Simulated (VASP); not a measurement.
# InP in VASP: reference runs

How does InP come out in PBE? The cell is run as given.

Everything below comes from runs of VASP 6.6.1. Logs are shortened: lines on timing, memory, paths and dates and some standing lists are left out, and cuts for length are marked.

## 1. The undisturbed slab

The cell holds a slab with vacuum, 8 atoms: a = 4.144 Å, b = 4.144 Å, c = 25.998 Å, α = 90.00°, β = 90.00°, γ = 120.00°.

## 2. Single point, PBE (the (1 1 1) slab of InP, cut from the database cell, not relaxed)

INCAR

```
PREC = Accurate ; ENCUT = 520
EDIFF = 1E-7 ; ISMEAR = -1
SIGMA = 0.05 ; LREAL = F
LASPH = T ; NELM = 100
ALGO = Normal ; ISIF = 2
LWAVE = F ; LCHARG = F
LDIPOL = T ; IDIPOL = 3
DIPOL = 0.5 0.5 0.500 ; GGA = PE
NBANDS = 46
```

KPOINTS

```
regular mesh
0
Gamma
  8 8 1
```

POSCAR

```
InP
1.0
    4.1443528445      0.0000000000      0.0000000000
   -2.0721764223      3.5891148456      0.0000000000
    0.0000000000      0.0000000000     25.9975122651
P In
4 4
Direct
    0.0000000000      0.0000000000      0.2884891417
    0.3333333333      0.6666666667      0.4186496699
    0.6666666667      0.3333333333      0.5488101981
    0.0000000000      0.0000000000      0.6789707262
    0.3333333333      0.6666666667      0.3210292738
    0.6666666667      0.3333333333      0.4511898019
    0.0000000000      0.0000000000      0.5813503301
    0.3333333333      0.6666666667      0.7115108583
```

Potentials or basis: VASP PAW PBE potentials, release 64 (P, In_d).

Started as:

```sh
> cat potpaw_PBE.64/P/POTCAR potpaw_PBE.64/In_d/POTCAR > POTCAR
> mpirun -np 1 vasp_std > vasp.out
```

OUTCAR:

```text
PREC = Accurate
   ENCUT = 520
   EDIFF = 1E-7
   ISMEAR = -1
   LREAL = F
   LASPH = T
   NELM = 100
   ISIF = 2
   GGA = PE

 ion  position               nearest neighbor table
   1  0.000  0.000  0.288-   5 2.54   5 2.54   5 2.54
   2  0.333  0.667  0.419-   5 2.54   6 2.54   6 2.54   6 2.54
   3  0.667  0.333  0.549-   7 2.54   7 2.54   7 2.54   6 2.54
   4  0.000  0.000  0.679-   7 2.54   8 2.54   8 2.54   8 2.54
   5  0.333  0.667  0.321-   2 2.54   1 2.54   1 2.54   1 2.54
   6  0.667  0.333  0.451-   2 2.54   2 2.54   2 2.54   3 2.54
   7  0.000  0.000  0.581-   4 2.54   3 2.54   3 2.54   3 2.54
   8  0.333  0.667  0.712-   4 2.54   4 2.54   4 2.54

  LATTYP: Found a hexagonal cell.
 ALAT       =     4.1443528445
 C/A-ratio  =     6.2729968322

  Lattice vectors:

 A1 = (   4.1443528445,   0.0000000000,   0.0000000000)
 A2 = (  -2.0721764223,   3.5891148456,   0.0000000000)
 A3 = (   0.0000000000,   0.0000000000,  25.9975122651)

Analysis of symmetry for initial positions (statically):
=====================================================================
 Subroutine PRICEL returns:
 Original cell was already a primitive cell.

 Routine SETGRP: Setting up the symmetry group for a
 hexagonal supercell.

 Subroutine GETGRP returns: Found  6 space group operations
 (whereof  6 operations were pure point group operations)
 out of a pool of 24 trial point group operations.

The static configuration has the point symmetry C_3v.

Analysis of symmetry for dynamics (positions and initial velocities):
=====================================================================
 Subroutine PRICEL returns:
 Original cell was already a primitive cell.

 Routine SETGRP: Setting up the symmetry group for a
 hexagonal supercell.

 Subroutine GETGRP returns: Found  6 space group operations
 (whereof  6 operations were pure point group operations)
 out of a pool of 24 trial point group operations.

The dynamic configuration has the point symmetry C_3v.

 Subroutine INISYM returns: Found  6 space group operations
 (whereof  6 operations are pure point group operations),
 and found     1 'primitive' translations

----------------------------------------------------------------------------------------

                                     Primitive cell

  volume of cell :     386.7015

  direct lattice vectors                    reciprocal lattice vectors
     4.144352845  0.000000000  0.000000000     0.241292196  0.139310114  0.000000000
    -2.072176422  3.589114846  0.000000000     0.000000000  0.278620229  0.000000000
     0.000000000  0.000000000 25.997512265     0.000000000  0.000000000  0.038465219

  length of vectors
     4.144352845  4.144352845 25.997512265     0.278620229  0.278620229  0.038465219

  position of ions in fractional coordinates (direct lattice)
     0.000000000  0.000000000  0.288489142
     0.333333333  0.666666667  0.418649670
     0.666666667  0.333333333  0.548810198
     0.000000000  0.000000000  0.678970726
     0.333333333  0.666666667  0.321029274
     0.666666667  0.333333333  0.451189802
     0.000000000  0.000000000  0.581350330
     0.333333333  0.666666667  0.711510858

  ion indices of the primitive-cell ions
   primitive index   ion index
                 1           1
                 2           2
                 3           3
                 4           4
                 5           5
                 6           6
                 7           7
                 8           8

----------------------------------------------------------------------------------------

 KPOINTS: regular mesh

Automatic generation of k-mesh.
 Grid dimensions read from file:
 generate k-points for:    8    8    1

 Generating k-lattice:

  Cartesian coordinates                     Fractional coordinates (reciprocal lattice)
     0.030161525  0.017413764  0.000000000     0.125000000  0.000000000  0.000000000
     0.000000000  0.034827529  0.000000000     0.000000000  0.125000000  0.000000000
     0.000000000  0.000000000  0.038465219     0.000000000  0.000000000  1.000000000

  Length of vectors
     0.034827529  0.034827529  0.038465219

  Shift w.r.t. Gamma in fractional coordinates (k-lattice)
     0.000000000  0.000000000  0.000000000

 Subroutine IBZKPT returns following result:
 ===========================================

 Found     10 irreducible k-points:

 Following reciprocal coordinates:
            Coordinates               Weight
  0.000000  0.000000  0.000000      1.000000
  0.125000  0.000000  0.000000      6.000000
  0.250000  0.000000  0.000000      6.000000
  0.375000 -0.000000  0.000000      6.000000
  0.500000  0.000000  0.000000      3.000000
  0.125000  0.125000  0.000000      6.000000
  0.250000  0.125000  0.000000     12.000000
  0.375000  0.125000  0.000000     12.000000
  0.250000  0.250000  0.000000      6.000000
  0.375000  0.250000  0.000000      6.000000
   k-points           NKPTS =     10   k-points in BZ     NKDIM =     10   number of bands    NBANDS=     46
   number of dos      NEDOS =    301   number of ions     NIONS =      8
   total plane-waves  NPLWV = 200704
   dimension x,y,z NGX =    32 NGY =   32 NGZ =  196
   dimension x,y,z NGXF=    64 NGYF=   64 NGZF=  392
   ions per type =               4   4
   NGX,Y,Z   is equivalent  to a cutoff of  12.84, 12.84, 12.53 a.u.
   NGXF,Y,Z  is equivalent  to a cutoff of  25.67, 25.67, 25.07 a.u.
 SYSTEM =  unknown system
   PREC   = accura    normal or accurate (medium, high low for compatibility)
   ISTART =      0    job   : 0-new  1-cont  2-samecut
   ICHARG =      2    charge: 1-file 2-atom 10-const
   ISPIN  =      1    spin polarized calculation?
   LNONCOLLINEAR =      F non collinear calculations
   LSORBIT =      F    spin-orbit coupling
   LASPH  =      T    aspherical Exc in radial PAW
   ENCUT  =  520.0 eV  38.22 Ry    6.18 a.u.   7.71  7.71 48.34*2*pi/ulx,y,z
   NELM   =    100;   NELMIN=  2; NELMDL= -5     # of ELM steps
   EDIFF  = 0.1E-06   stopping-criterion for ELM
   LREAL  =      F    real-space projection
   EDIFFG = 0.1E-05   stopping-criterion for IOM
   NSW    =      0    number of steps for IOM
   IBRION =     -1    ionic relax: 0-MD 1-quasi-New 2-CG
   NFREE  =      0    steps in history (QN), initial steepest desc. (CG)
   ISIF   =      2    stress and relaxation
   ISYM   =      2    0-nonsym 1-usesym 2-fastsym
   POTIM  = 0.5000    time-step for ionic-motion
   TEBEG  =    0.0;   TEEND  =   0.0 temperature during run
   PSTRESS=    0.0 pullay stress
   NELECT =      72.0000    total number of electrons
   NUPDOWN=      -1.0000    fix difference up-down
   EMIN   =  10.00;   EMAX   =-10.00  energy-range for DOS
   EFERMI =   0.00;   METHOD = LEGACY
   ISMEAR =    -1;   SIGMA  =   0.05  broadening in eV -4-tet -1-fermi 0-gaus
   EFERMI_NEDOS =   21; number of points for ismear=-14 and -15
   IALGO  =     38    algorithm
   IMIX   =      4    mixing-type and parameters
     AMIX     =   0.40;   BMIX     =  1.00
     AMIX_MAG =   1.60;   BMIX_MAG =  1.00
  volume/ion in A,a.u.               =      48.34       326.20
  Fermi-wavevector in a.u.,A,eV,Ry     =   0.934818  1.766550 11.889922  0.873885
  Thomas-Fermi vector in A             =   2.061662
   LORBIT       =      0    0 simple, 1 ext, 2 COOP (PROOUT), +10 PAW based schemes
   GGA     = PE    functional components
   LHFCALC =     F    Hartree Fock is set to
   AEXX    =    0.0000 exact exchange contribution
   IVDW    =     0    specifies the selected vdW correction
   LEPSILON=     F    determine dielectric tensor
   LRPA    =     F    only Hartree local field effects (RPA)
 non-spin polarized calculation
  energy-cutoff  :      520.00
  volume of cell :      386.70
 maximum number of plane-waves:     10483
 NGX is ok and might be reduce to    32
   NGX = 15   NGY = 15   NGZ = 97

 dipolmoment           0.000000      0.000000      0.033754 electrons x Angstroem

 number of electron      72.0000012 magnetization

 dipolmoment           0.000000      0.000000     -0.204709 electrons x Angstroem

 Free energy of the ion-electron system (eV)
  ---------------------------------------------------
  ext. energy  EPLUGINS =         0.00000000
  ---------------------------------------------------
  free energy    TOTEN  =       -31.37505356 eV

  energy without entropy =      -31.31460781  energy(sigma->0) =      -31.34483068

 E-fermi :   0.5704     XC(G=0):  -5.3859

 val. band max:        0.5692636131   @ k =   0.5000   0.0000   0.0000
 cond. band min:       0.5930352918   @ k =   0.3750   0.1250   0.0000
 fundamental gap:      0.0237716787
 Fermi energy:         0.5703919900

 k-point     1 :       0.0000    0.0000    0.0000
  band No.  band energies     occupation
      1     -14.5221      2.00000
      2     -14.4646      2.00000
      3     -14.4646      2.00000
      4     -14.3788      2.00000
      5     -14.3561      2.00000
      6     -14.3561      2.00000
[... 38 lines left out ...]
     45       4.6158      0.00000
     46       4.6158      0.00000

 k-point     2 :       0.1250    0.0000    0.0000
  band No.  band energies     occupation
      1     -14.5390      2.00000
      2     -14.4589      2.00000
      3     -14.4588      2.00000
      4     -14.3725      2.00000
      5     -14.3587      2.00000
      6     -14.3518      2.00000
[... 38 lines left out ...]
     45       4.4893      0.00000
     46       4.6782      0.00000

 k-point     3 :       0.2500    0.0000    0.0000
  band No.  band energies     occupation
      1     -14.5784      2.00000
      2     -14.4477      2.00000
      3     -14.4431      2.00000
      4     -14.3735      2.00000
      5     -14.3625      2.00000
      6     -14.3381      2.00000
[... 38 lines left out ...]
     45       5.0146      0.00000
     46       5.1199      0.00000

 k-point     4 :       0.3750   -0.0000    0.0000
  band No.  band energies     occupation
      1     -14.6150      2.00000
      2     -14.4408      2.00000
      3     -14.4303      2.00000
      4     -14.3913      2.00000
      5     -14.3648      2.00000
      6     -14.3200      2.00000
[... 38 lines left out ...]
     45       5.1837      0.00000
     46       5.3230      0.00000

 k-point     5 :       0.5000    0.0000    0.0000
  band No.  band energies     occupation
      1     -14.6295      2.00000
      2     -14.4388      2.00000
      3     -14.4266      2.00000
      4     -14.4015      2.00000
      5     -14.3643      2.00000
      6     -14.3115      2.00000
[... 38 lines left out ...]
     45       5.1797      0.00000
     46       5.2804      0.00000

 k-point     6 :       0.1250    0.1250    0.0000
  band No.  band energies     occupation
      1     -14.5658      2.00000
      2     -14.4557      2.00000
      3     -14.4437      2.00000
      4     -14.3691      2.00000
      5     -14.3627      2.00000
      6     -14.3428      2.00000
[... 38 lines left out ...]
     45       4.6561      0.00000
     46       4.8016      0.00000

 k-point     7 :       0.2500    0.1250    0.0000
  band No.  band energies     occupation
      1     -14.6005      2.00000
      2     -14.4480      2.00000
      3     -14.4302      2.00000
      4     -14.3792      2.00000
      5     -14.3651      2.00000
      6     -14.3288      2.00000
[... 38 lines left out ...]
     45       4.9876      0.00000
     46       5.3289      0.00000

 k-point     8 :       0.3750    0.1250    0.0000
  band No.  band energies     occupation
      1     -14.6236      2.00000
      2     -14.4435      2.00000
      3     -14.4237      2.00000
      4     -14.3933      2.00000
      5     -14.3637      2.00000
      6     -14.3185      2.00000
[... 38 lines left out ...]
     45       5.0799      0.00000
     46       5.5652      0.00000

 k-point     9 :       0.2500    0.2500    0.0000
  band No.  band energies     occupation
      1     -14.6174      2.00000
      2     -14.4484      2.00000
      3     -14.4201      2.00000
      4     -14.3843      2.00000
      5     -14.3631      2.00000
      6     -14.3263      2.00000
[... 38 lines left out ...]
     45       5.3048      0.00000
     46       5.4341      0.00000

 k-point    10 :       0.3750    0.2500    0.0000
  band No.  band energies     occupation
      1     -14.6237      2.00000
      2     -14.4487      2.00000
      3     -14.4157      2.00000
      4     -14.3869      2.00000
      5     -14.3586      2.00000
      6     -14.3291      2.00000
[... 38 lines left out ...]
     45       5.4174      0.00000
     46       5.6223      0.00000

------------------------ aborting loop because EDIFF is reached ----------------------------------------

 vacuum level on the upper side and lower side of the slab       (xc-potential included)        -1.311         1.142

  FORCE on cell =-STRESS in cart. coord.  units (eV):
  Direction    XX          YY          ZZ          XY          YZ          ZX
  --------------------------------------------------------------------------------------
  -------------------------------------------------------------------------------------
  Total        3.1396828      3.1396828      5.2471755     -0.0000000      0.0000000     -0.0000000
  in kB       13.0082983     13.0082983     21.7400381     -0.0000000      0.0000000     -0.0000000
  external PRESSURE =      15.9188782 kB  Pullay stress =       0.0000000 kB

 VOLUME and BASIS-vectors are now :
 -----------------------------------------------------------------------------
  energy-cutoff  :      520.00
  volume of cell :      386.70
      direct lattice vectors                 reciprocal lattice vectors
     4.144352845  0.000000000  0.000000000     0.241292196  0.139310114  0.000000000
    -2.072176422  3.589114846  0.000000000     0.000000000  0.278620229  0.000000000
     0.000000000  0.000000000 25.997512265     0.000000000  0.000000000  0.038465219

 POSITION                                       TOTAL-FORCE (eV/Angst)
 -----------------------------------------------------------------------------------
      0.00000      0.00000      7.50000         0.000000      0.000000     -0.159728
     -0.00000      2.39274     10.88385         0.000000      0.000000      0.511297
      2.07218      1.19637     14.26770        -0.000000     -0.000000      0.358057
      0.00000      0.00000     17.65155         0.000000      0.000000      0.490338
     -0.00000      2.39274      8.34596         0.000000     -0.000000     -0.515707
      2.07218      1.19637     11.72981        -0.000000      0.000000     -0.403453
      0.00000      0.00000     15.11366         0.000000      0.000000     -0.412035
     -0.00000      2.39274     18.49751        -0.000000      0.000000      0.131230
 -----------------------------------------------------------------------------------
    total drift:                                0.000001     -0.000001      0.001833

  FREE ENERGIE OF THE ION-ELECTRON SYSTEM (eV)
  ---------------------------------------------------
  free  energy   TOTEN  =       -31.3750535573 eV

  energy  without entropy=      -31.3146078062  energy(sigma->0) =      -31.34483068

 vacuum level on the upper side and lower side of the slab         4.014         6.530
```

Wall time 13 min (1 thread of Intel Xeon Platinum 8488C (Sapphire Rapids), shared host); peak memory 0.54 GiB.

What came out:

```yaml
Free_energy: -31.3751 eV
Largest_force: 0.516 eV/Å
Band_gap_on_the_k_mesh: none (metal or under the smearing width)
```

Forces in eV/Å, atoms in the order of the input:
```
P    0.000  0.000 -0.160
P    0.000  0.000  0.511
P    0.000  0.000  0.358
P    0.000  0.000  0.490
In   0.000  0.000 -0.516
In   0.000  0.000 -0.403
In   0.000  0.000 -0.412
In   0.000  0.000  0.131
```

Levels at points of the mesh, in eV from the Fermi level:
| k point | band 33 | band 34 | band 35 | band 36 | band 37 | band 38 | band 39 | band 40 |
| --- | --- | --- | --- | --- | --- | --- | --- | --- |
| (0.00, 0.00, 0.00) | -0.60 | -0.60 | 0.27 | 0.29 | 0.29 | 0.88 | 1.43 | 1.56 |
| (0.50, 0.00, 0.00) | -2.02 | -1.74 | -0.88 | -0.39 | 0.00 | 1.31 | 1.77 | 2.09 |
